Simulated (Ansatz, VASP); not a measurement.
## MgSe in VASP and in Ansatz

```
CELL_PARAMETERS angstrom
0.00000 2.69578 2.69578
2.69578 0.00000 2.69578
2.69578 2.69578 0.00000
ATOMIC_POSITIONS crystal
Mg 0.00000 0.00000 0.00000
Se 0.50000 0.50000 0.50000
```

Alike in both runs: functional LDA; k mesh 8 × 8 × 8; occupations gaussian, width 0.02 eV; no spin polarisation.

Ansatz relaxed the structure, and its values are those at the end. VASP's run is a single point on that final structure, the one shown.

|  | VASP | Ansatz |
| --- | --- | --- |
| version | VASP 6.6.1 | Ansatz 0.2.0 |
| potentials or method | VASP PAW LDA potentials, release 64 (Mg, Se) | scalar-relativistic, plane waves, PAW |
| plane-wave cutoff (eV) | 520 | 420 |
| valence electrons in the cell | 8 | 26 |

```tsv
	VASP	Ansatz	Ansatz less VASP
gap on the k mesh at the Fermi level (eV)	1.70	1.72	+0.013
least direct gap on the mesh (eV)	2.62	2.60	-0.024
pressure (GPa)	-0.3	0.0	+0.30
```

The two sets of potentials don't hold the same shells in valence.

A k mesh can miss the band edges.
